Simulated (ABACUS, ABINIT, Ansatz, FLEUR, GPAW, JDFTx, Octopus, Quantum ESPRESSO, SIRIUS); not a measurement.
# One calculation of MnS, 10 ways

```
CELL_PARAMETERS angstrom
0.00000 2.47346 2.47346
2.47346 0.00000 2.47346
2.47346 2.47346 0.00000
ATOMIC_POSITIONS crystal
Mn 0.00000 0.00000 0.00000
S 0.75000 0.75000 0.75000
```

The cell is a database's computed one, not the measured one.

Alike in all runs: task single point; functional PBEsol; k mesh 9 × 9 × 9; occupations fermi-dirac, width 0.05 eV; collinear spin, ferromagnetic start; no spin-orbit coupling. Pressure is positive in compression and, in plane waves, holds the error of the finite cutoff.

```json
{"program and potentials": "JDFTx, PseudoDojo-SR-PBEsol-0.4.1-standard with smoothed tails", "plane-wave cutoff (eV)": "1306", "notes": "-", "pressure (GPa)": "-3.13", "net moment per atom (μB)": "0.14"}
{"program and potentials": "FLEUR, all-electron, FLAPW", "plane-wave cutoff (eV)": "-", "notes": "-", "pressure (GPa)": "-", "net moment per atom (μB)": "0.12"}
{"program and potentials": "SIRIUS, all-electron FP-LAPW, apw+lo standard", "plane-wave cutoff (eV)": "-", "notes": "-", "pressure (GPa)": "-", "net moment per atom (μB)": "0.11"}
{"program and potentials": "GPAW, PAW data sets generated for this functional", "plane-wave cutoff (eV)": "600", "notes": "-", "pressure (GPa)": "-2.29", "net moment per atom (μB)": "0.11"}
{"program and potentials": "Quantum ESPRESSO, GBRV 1.5 PBEsol", "plane-wave cutoff (eV)": "612", "notes": "-", "pressure (GPa)": "-3.17", "net moment per atom (μB)": "0.12"}
{"program and potentials": "SIRIUS, PseudoDojo 0.4.1 PBEsol standard (scalar relativistic)", "plane-wave cutoff (eV)": "1307", "notes": "-", "pressure (GPa)": "-3.13", "net moment per atom (μB)": "0.14"}
{"program and potentials": "ABINIT, PseudoDojo NC SR PBEsol v0.4.1 standard", "plane-wave cutoff (eV)": "1306", "notes": "-", "pressure (GPa)": "-3.13", "net moment per atom (μB)": "0.14"}
{"program and potentials": "ABACUS, PseudoDojo NC SR 0.4.1 PBEsol standard, plane waves", "plane-wave cutoff (eV)": "1320", "notes": "-", "pressure (GPa)": "-3.15", "net moment per atom (μB)": "0.14"}
{"program and potentials": "Octopus, pseudodojo_pbesol (PseudoDojo 0.4, PBEsol)", "plane-wave cutoff (eV)": "-", "notes": "-", "pressure (GPa)": "-", "net moment per atom (μB)": "0.14"}
{"program and potentials": "Ansatz, all-electron LAPW, scalar-relativistic", "plane-wave cutoff (eV)": "-", "notes": "-", "pressure (GPa)": "-3.00", "net moment per atom (μB)": "0.12"}
```

The pressure spans -3.17 (Quantum ESPRESSO, GBRV 1.5 PBEsol) to -2.29 GPa (GPAW, PAW data sets generated for this functional), with all-electron results at -3.00. The net moment per atom spans 0.11 (GPAW, PAW data sets generated for this functional) to 0.14 μB (Octopus, pseudodojo_pbesol (PseudoDojo 0.4, PBEsol)), with all-electron results at 0.11 to 0.12. The state is the one that the start led to, which needn't be the lowest.

Differences between rows come from potentials, basis sets and numerical settings, since the functional is the same but for its coding. Runs on potential files found faulty are left out.
